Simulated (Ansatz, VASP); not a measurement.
# One calculation of AlNi3, two programs

```xyz
4
Lattice="3.5408 0.0000 0.0000 0.0000 3.5408 0.0000 0.0000 0.0000 3.5408" Properties=species:S:1:pos:R:3 pbc="T T T"
Al    0.0000    0.0000    0.0000
Ni    0.0000    1.7704    1.7704
Ni    1.7704    0.0000    1.7704
Ni    1.7704    1.7704    0.0000
```

Alike in both runs: task single point; functional PBE; k mesh 12 × 12 × 12; occupations gaussian, width 0.05 eV; no spin polarisation.

```csv
,VASP,Ansatz
version,VASP 6.6.1,Ansatz 0.2.0
potentials or method,"VASP PAW PBE potentials, release 64 (Al, Ni)","scalar-relativistic, plane waves, PAW"
plane-wave cutoff (eV),520,420
valence electrons in the cell,33,57
```

|  | VASP | Ansatz | Ansatz less VASP |
| --- | --- | --- | --- |
| gap on the k mesh at the Fermi level (eV) | none | none | - |
| pressure (GPa) | 3.9 | 3.9 | -0.02 |

A gap of «none» marks a metal or a gap that the smearing closes. The two sets of potentials don't hold the same shells in valence.

Spin polarisation is off, so any magnetic state and its effect on volume and gap are missing.
